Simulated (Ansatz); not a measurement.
## Cu: pressure against volume

Cu, I4/mmm, a = 2.951 Å, c = 2.759 Å. This isn't the element's structure at ambient conditions. Ansatz: PBE, PAW, 420 eV, Γ-centred 20×20×20 mesh on 1 atom, Gaussian smearing 0.10 eV; no spin polarisation. Shape and atoms are relaxed at each volume; pressure is positive in compression.

```
V (Å³/atom) P (GPa)
     10.573        ?
     10.933    16.47
     11.293     9.93
     11.654     4.51
     12.014    -0.04
     12.375    -3.83
     12.735    -6.94
     13.216   -10.27
```

Take V0 = 12.014 Å³/atom, count pressures from its P0 = -0.04 GPa, fit the third-order Birch–Murnaghan form to the other rows, and predict the missing pressure.

With the Eulerian strain f = ½[(V0/V)^(2/3) − 1] and y = (P − P0)/[3f(1 + 2f)^(5/2)], the form is the line y = B0 + 1.5 B0 (B0′ − 4) f. Rows (f, y): 0.03244, 145.0; 0.02106, 142.3; 0.01024, 140.8; -0.00977, 135.8; -0.01905, 133.0; -0.03080, 129.8. Means f = 0.0006867, y = 137.78; Σ(Δf)² = 0.003005, ΣΔfΔy = 0.7165; the slope is their ratio. y = 137.6 + 238.4 f GPa, so B0 = 137.6 GPa and B0′ = 4 + 2 × (238.4)/(3 × 137.6) = 5.16. At V = 10.573, f = 0.04446, y = 148.20 and P = 24.42 GPa. The run gave 24.26 GPa, so the fit is 0.16 GPa too high, a small miss on the scale of the series.